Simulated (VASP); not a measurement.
# SnSe₂, band structure: which settings are enough?

SnSe₂, sheet, 3 atoms in the cell. PBE; PAW potentials Sn_d, Se (PBE set). VASP 6.6.1.

Wanted: band energies at the path's corners within 0.006 eV; smallest gap over path and mesh within 0.003 eV.

What the run is for: bands; Accuracy asked: tight; Route: fixed density (ICHARG 11).

Band energies at the path's corners: counted from the valence top.

POSCAR:
```
SnSe2
1.0
    3.8110000000      0.0000000000      0.0000000000
    5.7165000000      3.3004228138      0.0000000000
    0.0000000000      0.0000000000     19.0557280000
Sn Se
1 2
Direct
    0.0000000000      0.0000000000      0.5000000000
    0.0000000000      0.3333333333      0.5801787263
    0.0000000000      0.6666666667      0.4198212737
```

The series start from Plane-wave cutoff (eV): 280; k-point mesh: 9 × 9 × 1; k points a path segment: 12; Electronic threshold (eV): 1e-6; Precision mode (PREC): Accurate; Bands in all (NBANDS): 26; Aspherical gradient terms in the spheres (LASPH): yes. Each series keeps the choices made before it, and each single choice may use up half of a tolerance. Times cover all steps of a run.

## Plane-wave cutoff (eV)

| Plane-wave cutoff (eV) | Band energies at the path's corners, largest deviation (eV) | Smallest gap over path and mesh (eV) | Time (s) |
|---|---|---|---|
| 190 | 0.0242 | 0.9411 | 223 |
| 240 | 0.0016 | 0.9598 | 280 |
| 280 | 0.0010 | 0.9602 | 516 |
| 310 | 0.0010 | 0.9600 | 383 |
| 380 | 0.0004 | 0.9603 | 646 |
| 480 (reference) | 0.0000 | 0.9607 | 980 |

Chosen: 240, the loosest value from which every tighter one stays within half of the tolerance.

## k-point mesh

| k-point mesh | Band energies at the path's corners, largest deviation (eV) | Smallest gap over path and mesh (eV) | Time (s) |
|---|---|---|---|
| 4 × 4 × 1 | 0.0148 | 0.9491 | 222 |
| 5 × 5 × 1 | 0.0056 | 0.9558 | 218 |
| 6 × 6 × 1 | 0.0025 | 0.9581 | 215 |
| 7 × 7 × 1 | 0.0011 | 0.9591 | 230 |
| 9 × 9 × 1 | 0.0003 | 0.9598 | 280 |
| 11 × 11 × 1 | 0.0001 | 0.9600 | 280 |
| 14 × 14 × 1 (reference) | 0.0000 | 0.9600 | 291 |

Chosen: 7 × 7 × 1.

## Electronic threshold (eV)

| Electronic threshold (eV) | Band energies at the path's corners, largest deviation (eV) | Smallest gap over path and mesh (eV) | Time (s) |
|---|---|---|---|
| 0.001 | 0.0052 | 0.9618 | 95 |
| 0.0001 | 0.0041 | 0.9623 | 97 |
| 1e-5 | 0.0007 | 0.9599 | 116 |
| 1e-6 | 0.0001 | 0.9593 | 149 |
| 1e-7 (reference) | 0.0000 | 0.9593 | 119 |

Chosen: 1e-5.

Also changed on the way, by series that aren't shown: k points a path segment: 5.

## All choices together

| Input | Band energies at the path's corners, largest deviation (eV) | Smallest gap over path and mesh (eV) | Time (s) |
|---|---|---|---|
| the program's defaults (naive) | 0.0044 | 0.9605 | 114 |
| chosen settings | 0.0015 | 0.9599 | 116 |
| reference settings throughout | 0.0000 | 0.9605 | 1987 |

The chosen settings stay within the tolerance of the reference run, but the reference itself isn't shown to be converged in: Bands in all (NBANDS).

## The input

INCAR.step1:
```
SYSTEM = SnSe2
GGA = PE
LDIPOL = .TRUE.
IDIPOL = 3
DIPOL = 0.5 0.5 0.500
ISMEAR = 0
SIGMA = 0.03
LWAVE = .FALSE.
LCHARG = .TRUE.
NBANDS = 26
PREC = Accurate
LASPH = .TRUE.
LREAL = .FALSE.
ALGO = Normal
EDIFF = 1E-5
NELM = 120
GGA_COMPAT = .FALSE.
ENCUT = 240
EFERMI = MIDGAP
NELMDL = -8
```

INCAR.step2, as INCAR.step1 but for:
```
- LCHARG = .TRUE.
+ LCHARG = .FALSE.
+ ICHARG = 11
```

KPOINTS.step1:
```
Automatic mesh
0
Gamma
  7 7 1
  0 0 0
```

KPOINTS.step2:
```
path GMKGALHA,LM,KH
5
line-mode
reciprocal
 0.0000000000  0.0000000000  0.0000000000  G
 0.5000000000  0.5000000000  0.0000000000  M

 0.5000000000  0.5000000000  0.0000000000  M
 0.3333333333  0.0000000000  0.0000000000  K

 0.3333333333  0.0000000000  0.0000000000  K
 0.0000000000  0.0000000000  0.0000000000  G

 0.0000000000  0.0000000000  0.0000000000  G
 0.0000000000  0.0000000000 -0.5000000000  A

 0.0000000000  0.0000000000 -0.5000000000  A
 0.5000000000  0.5000000000 -0.5000000000  L

 0.5000000000  0.5000000000 -0.5000000000  L
 0.3333333333  0.0000000000 -0.5000000000  H

 0.3333333333  0.0000000000 -0.5000000000  H
 0.0000000000  0.0000000000 -0.5000000000  A

 0.5000000000  0.5000000000 -0.5000000000  L
 0.5000000000  0.5000000000  0.0000000000  M

 0.3333333333  0.0000000000  0.0000000000  K
 0.3333333333  0.0000000000 -0.5000000000  H
```

Commands (each step's output is kept before the next begins):
```
cat potpaw_PBE.64/Sn_d/POTCAR potpaw_PBE.64/Se/POTCAR > POTCAR
cp INCAR.step1 INCAR
cp KPOINTS.step1 KPOINTS
mpirun -np 1 vasp_std > vasp.out
cp INCAR.step2 INCAR
cp KPOINTS.step2 KPOINTS
mpirun -np 1 vasp_std > vasp.out
```

The naive input happens to agree within the tolerance here, in 114 s.

Limits: PBE gaps are mostly well below measured ones; spin-orbit coupling is off, though it shifts bands of the heavy elements by a tenth of an eV or more.

The chosen input took VASP 6.6.1 116 s on 1 core (Intel Xeon Platinum 8259CL @ 2.50GHz (Skylake/Cascade Lake)), a shared host.

## An input that fails: tetrahedra on too few k points

VASP's message: IBZKPT: tetrahedron method fails for NKPT<4. NKPT = 1.

k mesh: 9 × 9 × 1 becomes 1 × 1 × 1.

Changes against the starting input:
```
- ISMEAR = 0
- NELM = 120
+ ISMEAR = -5
+ NELM = 68
```
